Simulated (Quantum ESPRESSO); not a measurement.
TiO2:

```
Ti O
1.0
     4.59984    0.00000    0.00000
     0.00000    4.59984    0.00000
     0.00000    0.00000    2.95921
Ti O
2 4
Direct
  0.00000 0.00000 0.50000
  0.50000 0.50000 0.00000
  0.30432 0.30432 0.50000
  0.19568 0.80432 0.00000
  0.80432 0.19568 0.00000
  0.69568 0.69568 0.50000
```

The cell is a database's computed one.

Base run:

| Property | Result |
| --- | --- |
| Program | Quantum ESPRESSO 7.5 |
| Functional | LDA |
| Potentials or basis | PseudoDojo 0.4.1 SR LDA standard |
| Cutoff | 1143 eV |
| Density cutoff | 4572 eV |
| k mesh | 4 × 4 × 6, shifted |
| Occupations | fermi-dirac, width 0.05 eV |
| Spin | no spin polarisation |

Its results: pressure -9.3 GPa; largest force 0.140 eV/Å; electronic dielectric tensor (diagonal) 7.51, 7.51, 8.81.

Question: The run is repeated on the same cell with these changes: functional from LDA to PBEsol; potentials or basis from PseudoDojo 0.4.1 SR LDA standard to PseudoDojo 0.4.1 SR PBEsol standard. What comes out?

Answer: Pressure -3.4 GPa; largest force 0.084 eV/Å; electronic dielectric tensor (diagonal) 7.43, 7.43, 8.71.

Caveats: the cell is more than 3 GPa from zero pressure, which shifts response properties.
